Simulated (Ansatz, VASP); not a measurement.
## Two plane-wave programs on Ge

```xyz
1
Lattice="0.0000 1.9974 1.9974 1.9974 0.0000 1.9974 1.9974 1.9974 0.0000" Properties=species:S:1:pos:R:3 pbc="T T T"
Ge    0.0000    0.0000    0.0000
```

Alike in both runs: task single point; functional LDA; k mesh 15 × 15 × 15; occupations fermi-dirac, width 0.1 eV; no spin polarisation.

```csv
,VASP,Ansatz
version,VASP 6.6.1,Ansatz 0.2.0
potentials or method,"VASP PAW LDA potentials, release 64 (Ge_d)","plane waves (420 eV) with PAW, scalar-relativistic"
plane-wave cutoff (eV),520,420
valence electrons in the cell,14,14
```

```csv
,VASP,Ansatz,Ansatz less VASP
pressure (GPa),13.6,13.3,-0.25
```

Ansatz warned: «pseudo_functional_mismatch».
